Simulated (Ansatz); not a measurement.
# CdTe (F-43m) in Ansatz: elastic constants with PBEsol

Aim: the elastic constants of CdTe with PBEsol.

Program: Ansatz 0.2.0. These are calculated values, not measurements. Logs are shortened: lines on timing, memory, paths and dates and some standing lists are left out, and cuts for length are marked.

**The experiment to reproduce.**

From a printed reference work, data compilation, for a bulk crystal of CdTe at 0 K: band gap 1.607 eV.

The results are compared with them further down.

### Step 1. Starting point

The structure is cubic, space group F-43m (No. 216). Conventional cell: a = 6.410 Å, b = 6.410 Å, c = 6.410 Å, α = 90.00°, β = 90.00°, γ = 90.00°. Around Te (site symmetry -43m) lie 4 Cd at 2.78 Å. Cd (site symmetry -43m) is surrounded by 4 Te at 2.78 Å.

### Step 2. Elastic constants, PBEsol

File input.yaml:

```yaml
crystal:
  lattice:
    - [0.0, 3.205, 3.205]
    - [3.205, 0.0, 3.205]
    - [3.205, 3.205, 0.0]
  atoms:
    - { symbol: Te, position: [0.75, 0.75, 0.75] }
    - { symbol: Cd, position: [0.0, 0.0, 0.0] }
hamiltonian:
  xc: pbesol
  pseudopotentials: { kind: paw }
kpoints:
  mp_grid: { grid: [5, 5, 5] }
scf:
  occupations: { method: fixed }
output:
  forces: true
  stress: true
elastic:
  mode: relaxed_ion
  stencil: two_point
```

Potentials or basis: Ansatz PAW.

Run with:

```sh
> ansatz run input.yaml --threads 2 --pin off --max-ram 5632MiB --backend cpu --events-out ev --progress --plain --runs-dir out
```

The log of the run:

```text
Warning: RAYON_NUM_THREADS=2 ignored (pool sized by the plan → 2); use --threads N
Engine: ansatz 0.2.0, x86_64-unknown-linux-gnu
Pseudopotentials: kind: paw
Pseudopotential: Te, paw, valence charge 16, recommended cutoff 420 eV (normal), Te.paw.azcp
Pseudopotential: Cd, paw, valence charge 20, recommended cutoff 420 eV (normal), Cd.paw.azcp
Functional definition: PBEsol
  exchange = pbesol_x
  correlation = pbesol_c
Crystal: 2 atoms, lattice volume = 65.844 Å³
Basis set: ecut = 420 eV, 1243 PW (Γ), exchange–correlation on 64×64×64 points (8 copies of the dense FFT grid, shifted against one another)
Bands: 22, of which v1, the nominal top of the filled ones, is band 18 counted from 1 (17 counted from 0)
Symmetry: 24 space group operations
Space group: F-43m (ITA 216), of the structure as read, at distance tolerance 4.0e-5 Å
k-points: 10 of 125 (time reversal used)
Non-local potential: Te, projectors of the file, l = 0: 2, l = 1: 2, l = 2: 2, l = 3: 2
Non-local potential: Cd, projectors of the file, l = 0: 3, l = 1: 2, l = 2: 2, l = 3: 1
PAW form: soft (Blöchl's): semilocal exchange-correlation on the pseudo side does not see the compensation charge
PAW frozen core: Te, regenerated for the run's functional, and the local potential with it (the file was generated under x = pbe(κ = 0.804, μ = 0.2195149727645171), c = pbe(β = 0.06672455060314922))
PAW frozen core: Cd, regenerated for the run's functional, and the local potential with it (the file was generated under x = pbe(κ = 0.804, μ = 0.2195149727645171), c = pbe(β = 0.06672455060314922))
PAW one-centre angular grid: Te, 590 points (default); XC on 64 Gauss nodes
PAW one-centre angular grid: Cd, 590 points (default); XC on 64 Gauss nodes
Initial density: superposition of atomic densities (neutral atoms: chi_scale 0, normalization atom), corrected by the library's trained network
Initial wavefunctions: pseudopotential atomic-orbital guess
Functional: x = pbesol(κ = 0.804, μ = 0.12345679012345678), c = pbesol(β = 0.046)
SCF iter   1: F=—  HF=-15086.313890 eV  |F-HF|=—  |Δ(HF+E_count)|=         —  Δρ=3.65e-3  dr2=1.04e-2  ethr=1.77e-3  ⟨swp⟩=4.9  Hψ=852  notcnv=0  defer=16
preconditioner: auto → none  [insulator: Δε(μ)=0.730 eV  Ē_g=11.438 eV  n_scr=14 (ndim 8)  ℏωp=19.4 eV  f_vac=0.179  ε∞_Penn≈3.9]
SCF iter   2: F=—  HF=-15086.310434 eV  |F-HF|=—  |Δ(HF+E_count)|=   3.46e-3  Δρ=8.77e-4  dr2=2.70e-4  ethr=2.90e-5  ⟨swp⟩=4.0  Hψ=543  notcnv=0  defer=17
SCF iter   3: F=—  HF=-15086.310551 eV  |F-HF|=—  |Δ(HF+E_count)|=   1.17e-4  Δρ=4.12e-4  dr2=6.93e-5  ethr=7.51e-7  ⟨swp⟩=2.0  Hψ=320  notcnv=0  defer=17
SCF iter   4: F=—  HF=-15086.310604 eV  |F-HF|=—  |Δ(HF+E_count)|=   5.26e-5  Δρ=1.78e-4  dr2=2.00e-5  ethr=1.93e-7  ⟨swp⟩=2.0  Hψ=321  notcnv=0  defer=14
SCF iter   5: F=—  HF=-15086.310591 eV  |F-HF|=—  |Δ(HF+E_count)|=   1.26e-5  Δρ=1.80e-5  dr2=1.36e-7  ethr=5.56e-8  ⟨swp⟩=2.0  Hψ=307  notcnv=0  defer=4
SCF iter   6: F=—  HF=-15086.310592 eV  |F-HF|=—  |Δ(HF+E_count)|=   1.15e-6  Δρ=3.08e-6  dr2=4.77e-9  ethr=3.79e-10  ⟨swp⟩=2.3  Hψ=393  notcnv=0
SCF iter   7: F=—  HF=-15086.310592 eV  |F-HF|=—  |Δ(HF+E_count)|=   2.53e-9  Δρ=5.57e-7  dr2=1.56e-10  ethr=1.32e-11  ⟨swp⟩=2.0  Hψ=369  notcnv=0
SCF iter   8: F=—  HF=-15086.310592 eV  |F-HF|=—  |Δ(HF+E_count)|=  3.33e-10  Δρ=7.50e-8  dr2=2.48e-12  ethr=4.32e-13 (applied; sched 1.00e-12)  ⟨swp⟩=2.0  Hψ=358  notcnv=0
[... 116 lines left out ...]
  E_nonlocal   = -271.190766
  E_hartree    = 2700.723708
  E_xc         = -299.078037
  E_vxc        = -325.580661  (∫ρ·V_xc dr)
  E_paw        = -8598.850147  (= ΣΔE_a)
  E_vpaw       = -920.339739  (= ΣTr[D̂ρ^β])
  E_aug_tail   = -0.000209  (compensation charges beyond the density's cutoff)
  E_ewald      = -3954.745301
  E_core_change = 0.716775  (= ΣΔE_core)
  E_smearing   = -0.000000  (= −TS)
  E_closure    = 0.000000  (closes the sum)
  Σ components = -15086.310592   (vs F -15086.310592, Δ=0.00e0)
--- Forces (eV/Å), atoms counted from 1 ---
  atom   1  Te     0.00000000    -0.00000000    -0.00000000
  atom   2  Cd    -0.00000000     0.00000000     0.00000000
  max |Σ_I F_I| component: 1.20e-16 eV/Å
--- Stress (GPa, compression-positive) ---
        1.741043      -0.000000      -0.000000
       -0.000000       1.741043       0.000000
       -0.000000       0.000000       1.741043
  P = ⅓ Tr σ = 1.7410 GPa (17.410 kbar)
--- Band table (eV; the first three rows and the last of 10) ---
  k-point 0: bands = ["-94.2752", "-55.3686", "-55.3686", "-55.3686", "-28.2404", "-28.2404", "-28.2404", "-28.2307", "-28.2307", "-3.6016", "-0.5723", "-0.5723", "-0.5723", "-0.2825", "-0.2825", "7.8076", "7.8076", "7.8076", "8.5598", "12.3435", "12.3435", "12.3435"]
  k-point 1: bands = ["-94.2752", "-55.3686", "-55.3686", "-55.3686", "-28.2405", "-28.2403", "-28.2403", "-28.2307", "-28.2307", "-3.4499", "-0.5440", "-0.5440", "-0.4467", "-0.2840", "-0.2840", "5.5684", "7.4752", "7.4752", "9.7417", "12.6826", "12.8002", "12.8002"]
  k-point 2: bands = ["-94.2752", "-55.3687", "-55.3686", "-55.3686", "-28.2406", "-28.2401", "-28.2401", "-28.2306", "-28.2306", "-3.2042", "-0.5069", "-0.5069", "-0.2758", "-0.2758", "-0.0346", "3.5011", "7.0409", "7.0409", "9.6166", "12.9685", "12.9685", "14.5647"]
  k-point 9: bands = ["-94.2752", "-55.3687", "-55.3686", "-55.3686", "-28.2406", "-28.2402", "-28.2398", "-28.2307", "-28.2303", "-3.0640", "-0.4467", "-0.4405", "-0.3241", "-0.2746", "0.2297", "3.5340", "5.2851", "5.9500", "11.7437", "12.0747", "13.0821", "15.4157"]
--- Elastic constants: 2 strain directions × 2 members + reference (group order 24) ---
  dense FFT box of the reference and of every strained cell: 32×32×32
  strains applied: 11, 23; error gains: componentwise 1.00 (the most a stress slope's error grows in a printed constant), spectral 1.73 (1 for all six strains in a standard setting)
  C = ∂σ_k/∂η_j (tension-positive GPa; Voigt order 11 22 33 23 13 12):
        60.026     44.178     44.178     -0.000     -0.000     -0.000
        44.178     60.026     44.178     -0.000      0.000      0.000
        44.178     44.178     60.026     -0.000      0.000      0.000
        -0.000      0.000      0.000     19.213      0.000     -0.000
        -0.000     -0.000      0.000     -0.000     19.213     -0.000
         0.000     -0.000     -0.000     -0.000     -0.000     19.213
  reference stress σ⁰ (GPa):     -1.741     -1.741     -1.741     -0.000      0.000      0.000
  C* (energy form; C + prestress term) asymmetry max|C*_kj − C*_jk| = 2.842e-14 GPa — a small one proves nothing (zero by symmetry where the batch's group is 432, −43m or m−3m); a large one is finite-difference/SCF noise where every solve meets its electron count
  moduli (Voigt/Reuss/Hill, GPa): K = 49.46/49.46/49.46   G = 14.70/12.24/13.47   E = 37.04   ν = 0.375
  mechanically stable: yes (min eigenvalue of sym C = 15.85 GPa)
  strain η (Voigt 11):  stress-route row diagonal C_11 = 60.03 GPa, energy-path curvature d²(F+E_count+ΔE)/dδ²/Ω₀ = 60.17 GPa
         δ    σ_11 (GPa)             F (eV)   n_scf  n_hpsi   n_pw
    -2.000e-3      -1.8615      -15086.3091010       8    7097   1307   relax 0 steps, max|allowed force component| 3.47e-17 eV/Å
     2.000e-3      -1.6214      -15086.3119591       8    6953   1307   relax 0 steps, max|allowed force component| 3.47e-17 eV/Å
  strain η (Voigt 23):  stress-route row diagonal C_44 = 19.21 GPa, energy-path curvature d²(F+E_count+ΔE)/dδ²/Ω₀ = 20.21 GPa
         δ    σ_23 (GPa)             F (eV)   n_scf  n_hpsi   n_pw
    -2.000e-3      -0.0384      -15086.3105624       3    6152   1307   relax 3 steps, max|allowed force component| 1.30e-7 eV/Å
     2.000e-3       0.0384      -15086.3105624       3    6122   1307   relax 2 steps, max|allowed force component| 3.73e-7 eV/Å
```

elastic_members.tsv:

```text
# convention: tension-positive GPa; Voigt order 11 22 33 23 13 12; engineering shear strains; stresses and constants hold the Pulay correction, whose part of sigma0, of c and of each member's stress the lines and columns named pulay_correction_..._gpa give (of c_energy it is that of c and, on the columns of strains 1 to 3, that of sigma0; of a layer's constants it is that of c in the plane, times a tenth of its plane spacing in ang); where a line pulay_correction_withheld stands none holds it
[... 10 lines left out ...]
3	2.0000000000e-3	-1.7410422870e0	-1.7410981186e0	-1.7410981186e0	3.8425801517e-2	9.9944543439e-16	-3.6623791119e-16	-1.5086310562e4	-1.5086310562e4	3	6122	1307	2	3.7290852665e-7	0.0000000000e0	-3.0101471112e-2	-3.0106448815e-2	-3.0106448815e-2	1.9363069957e-6	2.7481202025e-18	-2.1098608037e-18	7.2240289143e-6	0.0000000000e0
```

Run time: 21 s. Hardware: 2 threads of Intel Xeon at 2.70GHz, shared host; peak memory 0.42 GiB.

What came out:

```
Free energy                     : -15086.3106 eV
Pressure                        : 1.7 GPa
Band gap on the k mesh          : 0.75 eV, direct
Elastic constants C11, C12, C44 : 60, 44, 19 GPa
Voigt bulk modulus              : 49 GPa
```

Elastic tensor in Voigt notation (GPa, in the Cartesian axes of the cell as first typed):
```
60 44 44  0  0  0
44 60 44  0  0  0
44 44 60  0  0  0
 0  0  0 19  0  0
 0  0  0  0 19  0
 0  0  0  0  0 19
```

Caveat: odd divisions of the mesh miss points on the zone boundary, where band edges often lie, so the gap on the mesh can be too wide; spin-orbit coupling is left out, which moves the levels of the heavy elements; the PAW data sets come from PBE, with cores solved anew for the run's functional, which leaves a small shift of forces and pressure.

### Step 3. How close it comes

Step 2. Against the measured gap of CdTe, 1.607 eV (0 K; a printed reference work, data compilation), the calculated 0.75 eV is off by -0.85 eV. Spin-orbit coupling on Cd, Te is left out. The value is that of PBEsol, without temperature or zero-point motion. Semilocal functionals fall short of measured gaps as a rule.
